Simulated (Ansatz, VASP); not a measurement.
# PbO2: programs and potentials compared

```
Pb O
1.0
     4.99496    0.00000    0.00000
     0.00000    4.99496    0.00000
     0.00000    0.00000    3.40900
Pb O
2 4
Direct
  0.50000 0.50000 0.50000
  0.00000 0.00000 0.00000
  0.69257 0.69257 0.00000
  0.80743 0.19257 0.50000
  0.19257 0.80743 0.50000
  0.30743 0.30743 0.00000
```

The cell is a database's computed one, not the measured one.

Alike in all runs: task band structure; functional PBEsol; k mesh 6 × 6 × 8; occupations fermi-dirac, width 0.05 eV; no spin polarisation; no spin-orbit coupling. Pressure is positive in compression and, in plane waves, holds the error of the finite cutoff, which Ansatz's Pulay term estimates and takes out. Gaps are the smaller of the mesh's and the band path's.

```tsv
program and potentials	plane-wave cutoff (eV)	notes	band gap (eV)	pressure (GPa)
Ansatz, Ansatz PAW	420	potentials made for PBE, which Ansatz adapts in part; Pulay term of +0.62 GPa included	no gap	0.23
Ansatz, all-electron LAPW, scalar-relativistic	-	-	?	?
VASP, PBE PAW files O, Pb_d, 520 eV	520	potentials made for PBE	no gap	0.47
```

Estimate from the other rows what the run with Ansatz, all-electron LAPW, scalar-relativistic gave.

Band gap 0.04 eV; pressure 0.25 GPa. The other rows, which needn't bracket it: pressure 0.23 to 0.47.
